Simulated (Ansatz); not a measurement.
Input, command and steps of an Ansatz relaxation.

```yaml
crystal:
  lattice:
    - [1.2347942636, 0.7129088005, 14.1967401132]
    - [-1.2347942636, 0.7129088005, 14.1967401132]
    - [0.0, -1.425817601, 14.1967401132]
  atoms:
    - { symbol: C, position: [0.0177828023, 0.0177828023, 0.0177828023] }
    - { symbol: C, position: [0.9822171977, 0.9822171977, 0.9822171977] }
    - { symbol: C, position: [0.1726047389, 0.1726047389, 0.1726047389] }
    - { symbol: C, position: [0.8273952611, 0.8273952611, 0.8273952611] }
    - { symbol: C, position: [0.2081454769, 0.2081454769, 0.2081454769] }
    - { symbol: C, position: [0.7918545231, 0.7918545231, 0.7918545231] }
    - { symbol: C, position: [0.2681347945, 0.2681347945, 0.2681347945] }
    - { symbol: C, position: [0.7318652055, 0.7318652055, 0.7318652055] }
    - { symbol: C, position: [0.3036785151, 0.3036785151, 0.3036785151] }
    - { symbol: C, position: [0.6963214849, 0.6963214849, 0.6963214849] }
    - { symbol: C, position: [0.4104787484, 0.4104787484, 0.4104787484] }
    - { symbol: C, position: [0.5895212516, 0.5895212516, 0.5895212516] }
    - { symbol: C, position: [0.4465737032, 0.4465737032, 0.4465737032] }
    - { symbol: C, position: [0.5534262968, 0.5534262968, 0.5534262968] }
basis:
  ecutwfc: 420
kpoints:
  mp_grid: { grid: [12, 12, 12] }
hamiltonian:
  xc: pbe
scf:
  occupations: { method: gaussian, width: 0.02 }
output:
  forces: true
  stress: true
  eigenvalues: true
relax:
  adjacent_minimum: "off"
  f_tol: 0.01
  max_steps: 30
  cell: { stress_tol: 0.1, fix: [volume] }
```

```bash
ansatz run input.yaml --threads 4 --pin off --max-ram 10240MiB --backend cpu --events-out ev --progress --plain --runs-dir out
```

These are results of DFT PBE, scalar-relativistic, plane waves, PAW (Ansatz), not measurements.

The volume is held at 0.94 times that of the relaxed cell.

Of 4 frames 3 are shown, positions in Å and forces in eV/Å; the SCF threshold varies from step to step. Steps run on the plane waves of an earlier cell, with a Pulay correction in the pressure. The basis is chosen afresh for the last frame, the zero of the energies, and at times for earlier ones too; energy and pressure step there, also at an unchanged geometry.

```xyz
14
Lattice="1.2348 0.7129 14.1967 -1.2348 0.7129 14.1967 0.0000 -1.4258 14.1967" Properties=species:S:1:pos:R:3:forces:R:3 pbc="T T T" step=1 free_energy_over_end_meV_per_atom=0.00 pressure_GPa=30.04
C     0.0000    0.0000    0.7574    0.0000    0.0000   -0.0030
C     0.0000    0.0000   41.8328    0.0000    0.0000    0.0030
C     0.0000    0.0000    7.3513    0.0000    0.0000    0.0023
C     0.0000    0.0000   35.2389    0.0000    0.0000   -0.0023
C     0.0000    0.0000    8.8650    0.0000    0.0000   -0.0121
C     0.0000    0.0000   33.7253    0.0000    0.0000    0.0121
C     0.0000    0.0000   11.4199    0.0000    0.0000    0.0123
C     0.0000    0.0000   31.1703    0.0000    0.0000   -0.0123
C     0.0000    0.0000   12.9337    0.0000    0.0000   -0.0022
C     0.0000    0.0000   29.6565    0.0000    0.0000    0.0022
C     0.0000    0.0000   17.4824    0.0000    0.0000    0.0340
C     0.0000    0.0000   25.1078    0.0000    0.0000   -0.0340
C     0.0000    0.0000   19.0197    0.0000    0.0000   -0.0340
C     0.0000    0.0000   23.5705    0.0000    0.0000    0.0340
14
Lattice="1.2348 0.7129 14.1974 -1.2348 0.7129 14.1974 0.0000 -1.4258 14.1974" Properties=species:S:1:pos:R:3:forces:R:3 pbc="T T T" step=2 free_energy_over_end_meV_per_atom=0.00 pressure_GPa=30.04
C     0.0000    0.0000    0.7574    0.0000    0.0000   -0.0002
C     0.0000    0.0000   41.8350    0.0000    0.0000    0.0002
C     0.0000    0.0000    7.3517    0.0000    0.0000    0.0011
C     0.0000    0.0000   35.2407    0.0000    0.0000   -0.0011
C     0.0000    0.0000    8.8654    0.0000    0.0000   -0.0047
C     0.0000    0.0000   33.7270    0.0000    0.0000    0.0047
C     0.0000    0.0000   11.4205    0.0000    0.0000    0.0048
C     0.0000    0.0000   31.1718    0.0000    0.0000   -0.0048
C     0.0000    0.0000   12.9344    0.0000    0.0000   -0.0014
C     0.0000    0.0000   29.6580    0.0000    0.0000    0.0014
C     0.0000    0.0000   17.4835    0.0000    0.0000    0.0155
C     0.0000    0.0000   25.1088    0.0000    0.0000   -0.0155
C     0.0000    0.0000   19.0203    0.0000    0.0000   -0.0155
C     0.0000    0.0000   23.5720    0.0000    0.0000    0.0155
14
Lattice="1.2348 0.7129 14.1958 -1.2348 0.7129 14.1958 0.0000 -1.4259 14.1958" Properties=species:S:1:pos:R:3:forces:R:3 pbc="T T T" step=4 free_energy_over_end_meV_per_atom=0.00 pressure_GPa=30.04
C     0.0000    0.0000    0.7573    0.0000    0.0000   -0.0005
C     0.0000    0.0000   41.8300    0.0000    0.0000    0.0005
C     0.0000    0.0000    7.3508    0.0000    0.0000    0.0006
C     0.0000    0.0000   35.2366    0.0000    0.0000   -0.0006
C     0.0000    0.0000    8.8644    0.0000    0.0000   -0.0015
C     0.0000    0.0000   33.7230    0.0000    0.0000    0.0015
C     0.0000    0.0000   11.4191    0.0000    0.0000    0.0014
C     0.0000    0.0000   31.1683    0.0000    0.0000   -0.0014
C     0.0000    0.0000   12.9328    0.0000    0.0000    0.0000
C     0.0000    0.0000   29.6546    0.0000    0.0000    0.0000
C     0.0000    0.0000   17.4818    0.0000    0.0000   -0.0025
C     0.0000    0.0000   25.1056    0.0000    0.0000    0.0025
C     0.0000    0.0000   19.0179    0.0000    0.0000    0.0025
C     0.0000    0.0000   23.5695    0.0000    0.0000   -0.0025
```

Time: 67 s on 4 threads of Intel(R) Xeon(R) Processor @ 2.50GHz (Skylake/Cascade Lake), with other jobs on the host, peak memory 0.77 GiB.